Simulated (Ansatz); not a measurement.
A free-standing puckered monolayer of P, relaxed with r2SCAN: 4 runs in Ansatz 0.2.0, each a calculation of independent-particle optics. The sheet's in-plane cell has a = 4.627 Å, b = 3.292 Å (γ = 90.0°), and its outermost atoms lie 2.08 Å apart along the normal. P is surrounded by 3 P at 2.21–2.25 Å. The calculation is spin-unpolarised, and the structure need not be a phase that has been made.

```xyz
4
Lattice="4.6275 0.0000 0.0000 0.0000 3.2919 0.0000 0.0000 0.0000 27.8196" Properties=species:S:1:pos:R:3 pbc="T T F"
P     0.4222    0.0000   10.5418
P     1.8915    1.6459   10.5418
P     2.7360    1.6459    8.4582
P     4.2053    0.0000    8.4582
```
Periodic in the plane only; c spans the vacuum.

On meshes this coarse, single peaks can be features of the mesh. No local fields, no excitons; the zone sum runs over the cells of the mesh, and ε∞ includes the bands left out of the spectrum. Up to four peaks are listed, those above 15 % of the tallest and inside the complete range; the four can differ from row to row.

| functional | k mesh | broadening (eV) | scissors (eV) | range (eV) | direct gap on the mesh before scissors (eV) | ε∞ xx | ε∞ yy | ε∞ zz | complete up to (eV) | tallest peaks of mean ε₂ (eV) |
| --- | --- | --- | --- | --- | --- | --- | --- | --- | --- | --- |
| PBE | 6×8×1 | 0.1 | 0.00 | 0–12 | 0.91 | 4.17 | 3.29 | 2.11 | 12.0 | 1.00 4.20 4.45 5.00 |
| r2SCAN | 6×8×1 | 0.1 | 0.00 | 0–12 | 1.09 | 3.64 | 3.01 | 2.02 | 12.0 | 1.20 4.10 4.95 5.50 |
| LDA | 6×8×1 | 0.1 | 0.00 | 0–12 | 0.83 | 4.54 | 3.43 | 2.14 | 12.0 | 3.55 4.10 4.45 4.90 |

Question: Estimate from these rows what the further settings give.
```tsv
functional	k mesh	broadening (eV)	scissors (eV)	range (eV)
PBE	6×8×1	0.1	0.68 (to HSE06)	0–12
```

Answer:
```json
{"functional": "PBE", "k mesh": "6×8×1", "broadening (eV)": "0.1", "scissors (eV)": "0.68 (to HSE06)", "range (eV)": "0–12", "direct gap on the mesh before scissors (eV)": "0.91", "ε∞ xx": "3.43", "ε∞ yy": "2.97", "ε∞ zz": "2.00", "complete up to (eV)": "12.0", "tallest peaks of mean ε₂ (eV)": "1.70 4.90 5.15 5.70"}
```

A sheet's ε refers to the whole height of the cell: ε − 1 falls as one over that height, zz lacks the depolarisation, and means are over the plane.
